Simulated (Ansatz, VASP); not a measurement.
**Two plane-wave programs on CoO**

```
CELL_PARAMETERS angstrom
2.79799 0.00000 0.00000
-1.39900 2.42313 0.00000
0.00000 0.00000 2.73070
ATOMIC_POSITIONS crystal
Co 0.00000 0.00000 0.00000
O 0.66667 0.33333 0.50000
```

Measurements of this composition are mostly on another form, of space group No. 225.

Alike in both runs: task single point; functional PBE; k mesh 11 × 11 × 10; occupations fermi-dirac, width 0.05 eV; collinear spin.

|  | VASP | Ansatz |
| --- | --- | --- |
| version | VASP 6.6.1 | Ansatz 0.2.0 |
| potentials or method | VASP PAW PBE potentials, release 64 (Co, O) | Ansatz PAW |
| plane-wave cutoff (eV) | 520 | 420 |
| valence electrons in the cell | 15 | 23 |

Ansatz gave:

* gap on the k mesh at the Fermi level (eV): none
* pressure (GPa): 3.1
* largest component of the traceless stress (GPa): 0.98
* net moment per atom (μB): 1.50
* size of the moment on the site where the two differ most (μB): 2.50

Q: Estimate VASP's values.

A: gap on the k mesh at the Fermi level (eV): none; pressure (GPa): 2.8; largest component of the traceless stress (GPa): 1.32; net moment per atom (μB): 1.50; size of the moment on the site where the two differ most (μB): 2.54.

Site moments also hang on the region over which each program counts them. A gap of «none» marks a metal or a gap that the smearing closes. With one functional, cell and mesh, what is left measures potentials, basis and numerics. The two sets of potentials don't hold the same shells in valence.

Caveats: a cell with one magnetic atom can't hold antiferromagnetic order, which such compounds often take; semilocal functionals often make such compounds metallic where correlation or magnetic order opens a gap, which also shifts bond lengths; the pressure holds a Pulay correction of +0.8 GPa for the finite cutoff (Ansatz).
